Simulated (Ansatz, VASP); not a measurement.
## Mg: VASP beside Ansatz

```
Mg
1.0
     0.00000    3.51769    3.51769
     3.51769    0.00000    3.51769
     3.51769    3.51769    0.00000
Mg
2
Direct
  0.12500 0.12500 0.12500
  0.87500 0.87500 0.87500
```

Alike in both runs: task single point; functional PBEsol; k mesh 9 × 9 × 9; occupations fermi-dirac, width 0.1 eV; no spin polarisation.

```csv
,VASP,Ansatz
version,VASP 6.6.1,Ansatz 0.2.0
potentials or method,"VASP PAW PBE potentials, release 64 (Mg)","plane waves (420 eV) with PAW, scalar-relativistic"
plane-wave cutoff (eV),520,420
valence electrons in the cell,4,20
```

|  | VASP | Ansatz | Ansatz less VASP |
| --- | --- | --- | --- |
| pressure (GPa) | -1.1 | -1.1 | +0.01 |

The two sets of potentials don't hold the same shells in valence. Ansatz warned: «pseudo_functional_mismatch».

Caveats: the PAW data sets were made with another functional, which shifts forces and pressure a little (VASP).
